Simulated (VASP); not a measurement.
## Ge (strained diamond), PBE single-point calculation: Ansatz's output and VASP's

```xyz
2
Lattice="0.0000 2.8369 2.7801 2.8369 0.0000 2.7801 2.8369 2.8369 0.0000" Properties=species:S:1:pos:R:3 pbc="T T T"
Ge    0.0000    0.0000    0.0000
Ge    1.4184    1.4184    1.3901
```

Ansatz printed

```
SCF 1 converged in 6 iterations: F = -8589.913846 eV  dr2 = 9.13e-9
  greatest PAW one-centre occupation: 0.998 electrons in one spin orbital (limit 2), on the Ge atom at site 1 (counted from 0), in its partial waves of l = 2
NSCF: frozen V_eff on 6 k-points
SCF converged after 6 iterations
Free energy (F): -8589.913846 eV
Harris-Foulkes:  -8589.913846 eV  (|F-HF|=1.42e-8)
Internal energy: -8589.913731 eV  (E = F + TS)
E sigma→0 (E₀):  -8589.913788 eV
Entropy (-TS):   -0.000115 eV (-0.058 meV/atom)
Fermi energy:    8.852687 eV
--- Per-component energies (eV) ---
  E_band       = -294.461874
  E_kinetic    = 223.579219
  E_local      = -4923.748156  (includes V_loc(G=0)·N_el)
  E_nonlocal   = 837.439158
  E_hartree    = 2162.125187
  E_xc         = -151.452181
  E_vxc        = -129.647641  (∫ρ·V_xc dr)
  E_paw        = -4039.991900  (= ΣΔE_a)
  E_vpaw       = -626.337534  (= ΣTr[D̂ρ^β])
  E_aug_tail   = 0.000670  (compensation charges beyond the density's cutoff)
  E_ewald      = -2697.865726
  E_smearing   = -0.000115  (= −TS)
  E_closure    = -0.000000  (closes the sum)
  Σ components = -8589.913846   (vs F -8589.913846, Δ=0.00e0)
--- Forces (eV/Å), atoms counted from 1 ---
  atom   1  Ge     0.00000000    -0.00000000     0.00000000
  atom   2  Ge    -0.00000000    -0.00000000     0.00000000
  max |Σ_I F_I| component: 1.39e-17 eV/Å
--- Stress (GPa, compression-positive) ---
        4.049008       0.000000       0.000000
        0.000000       4.049008       0.000000
        0.000000       0.000000       5.434644
  P = ⅓ Tr σ = 4.5109 GPa (45.109 kbar)
--- Band table (eV; the first three rows and the last of 59) ---
  k-point 0: bands = ["-16.0868", "-16.0815", "-16.0815", "-16.0479", "-16.0457", "-15.8318", "-15.8318", "-15.8231", "-15.8178", "-15.8120", "-4.1276", "8.6847", "8.6847", "8.8392", "8.8698", "11.2255", "11.3241", "11.3241"]
  k-point 1: bands = ["-16.0937", "-16.0900", "-16.0806", "-16.0356", "-16.0341", "-15.8426", "-15.8417", "-15.8306", "-15.8042", "-15.8042", "-3.9351", "6.3947", "8.3384", "8.4534", "9.8253", "11.7106", "11.7705", "12.2693"]
  k-point 2: bands = ["-16.1043", "-16.0999", "-16.0746", "-16.0175", "-16.0165", "-15.8574", "-15.8545", "-15.8384", "-15.7955", "-15.7920", "-3.3762", "4.0035", "7.7692", "7.9131", "9.4412", "12.3676", "12.3898", "14.4386"]
  k-point 58: bands = ["-16.1142", "-16.1142", "-16.0262", "-16.0262", "-15.9268", "-15.9268", "-15.8737", "-15.8737", "-15.7769", "-15.7769", "-0.1285", "-0.1285", "5.5264", "5.5264", "9.3637", "9.3637", "18.3502", "18.3502"]
```

Each program uses its own PAW datasets. VASP's cell holds 28 valence electrons and Ansatz's 28. Ansatz's stress includes a Pulay correction; VASP's doesn't.

Problem. What does VASP give for the same cell and level of theory?

Solution. gap between bands v and c 0.04 eV; least direct gap 0.04 eV; pressure 4.4 GPa.

From OUTCAR

```
k-points           NKPTS =     59   k-points in BZ     NKDIM =     59   number of bands    NBANDS=     21

   NELECT =      28.0000    total number of electrons

   dimension x,y,z NGX =    30 NGY =   30 NGZ =   30
   dimension x,y,z NGXF=    60 NGYF=   60 NGZF=   60

  energy-cutoff  :      520.00
  volume of cell :       44.75
      direct lattice vectors                 reciprocal lattice vectors
     0.000000000  2.836873512  2.780136042    -0.176250368  0.176250368  0.179847314
     2.836873512  0.000000000  2.780136042     0.176250368 -0.176250368  0.179847314
     2.836873512  2.836873512  0.000000000     0.176250368  0.176250368 -0.179847314

 k-points in reciprocal lattice and weights: KPOINTS created by Atomic Simulation Env
   0.00000000  0.00000000  0.00000000       0.002
   0.12500000 -0.00000000  0.00000000       0.016
   0.25000000 -0.00000000  0.00000000       0.016
   0.37500000  0.00000000  0.00000000       0.016
   0.50000000 -0.00000000  0.00000000       0.008
   0.12500000  0.12500000  0.00000000       0.004
   0.25000000  0.12500000  0.00000000       0.016
   0.37500000  0.12500000  0.00000000       0.016
   ...

 E-fermi :   5.2296

 k-point     1 :       0.0000    0.0000    0.0000
  band No.  band energies     occupation
      1     -19.7253      2.00000
      2     -19.7202      2.00000
      3     -19.7202      2.00000
      4     -19.6858      2.00000
      5     -19.6838      2.00000
      6     -19.4710      2.00000
      7     -19.4710      2.00000
      8     -19.4622      2.00000
      9     -19.4565      2.00000
     10     -19.4505      2.00000
     11      -7.7518      2.00000
     12       5.0589      1.99961
     13       5.0589      1.99961
     14       5.2133      1.38617
     15       5.2494      0.54113
     16       7.6049      0.00000
     17       7.7040      0.00000
     18       7.7040      0.00000
     19      11.5657      0.00000
     20      14.4212      0.00000
     21      14.8117      0.00000

 k-point     2 :       0.1250   -0.0000    0.0000
  band No.  band energies     occupation
      1     -19.7322      2.00000
      2     -19.7285      2.00000
      3     -19.7192      2.00000
      4     -19.6737      2.00000
      5     -19.6723      2.00000
      6     -19.4815      2.00000
      7     -19.4806      2.00000
      8     -19.4697      2.00000
      9     -19.4431      2.00000
     10     -19.4430      2.00000
     11      -7.5594      2.00000
     12       2.7701      2.00000
     13       4.7127      2.00000
     14       4.8277      2.00000
     15       6.2039      0.00000
     16       8.0904      0.00000
     17       8.1506      0.00000
     18       8.6485      0.00000
     19      12.5015      0.00000
     20      13.5721      0.00000
     21      13.8335      0.00000

 k-point     3 :       0.2500   -0.0000    0.0000
  band No.  band energies     occupation
      1     -19.7428      2.00000
      2     -19.7385      2.00000
      3     -19.7132      2.00000
      4     -19.6556      2.00000
      5     -19.6548      2.00000
      6     -19.4961      2.00000
      7     -19.4932      2.00000
      8     -19.4775      2.00000
      9     -19.4345      2.00000
     10     -19.4311      2.00000
     11      -7.0006      2.00000
     12       0.3784      2.00000
     13       4.1437      2.00000
     14       4.2875      2.00000
     15       5.8198      0.00000
     16       8.7487      0.00000
     17       8.7706      0.00000
     18      10.8180      0.00000
     19      13.1269      0.00000
     20      13.4169      0.00000
     21      13.5488      0.00000

 k-point     4 :       0.3750    0.0000    0.0000
  band No.  band energies     occupation
      1     -19.7484      2.00000
      2     -19.7430      2.00000
      3     -19.7069      2.00000
      4     -19.6446      2.00000
      5     -19.6443      2.00000
      6     -19.5041      2.00000
      7     -19.4996      2.00000
      8     -19.4851      2.00000
      9     -19.4305      2.00000
     10     -19.4245      2.00000
     11      -6.1807      2.00000
     12      -1.5997      2.00000
     13       3.7383      2.00000
     14       3.9085      2.00000
     15       5.4537      0.00003
     16       8.8499      0.00000
     17       8.9610      0.00000
     18      12.3895      0.00000
     19      13.4861      0.00000
     20      14.6332      0.00000
     21      14.7056      0.00000

 ...

  Total        1.0974913      1.0974913      1.4879733      0.0000000      0.0000000     -0.0000000
  in kB       39.2948531     39.2948531     53.2757708      0.0000000      0.0000000     -0.0000000
  external PRESSURE =      43.9551590 kB  Pullay stress =       0.0000000 kB

 POSITION                                       TOTAL-FORCE (eV/Angst)
 -----------------------------------------------------------------------------------
      0.00000      0.00000      0.00000         0.000000      0.000000      0.000000
      1.41844      1.41844      1.39007        -0.000000     -0.000000     -0.000000
 -----------------------------------------------------------------------------------
    total drift:                                0.000000      0.000000      0.000000

  FREE ENERGIE OF THE ION-ELECTRON SYSTEM (eV)
  ---------------------------------------------------
  free  energy   TOTEN  =        -8.9829799931 eV

  energy  without entropy=       -8.9828695312  energy(sigma->0) =       -8.98292476
```
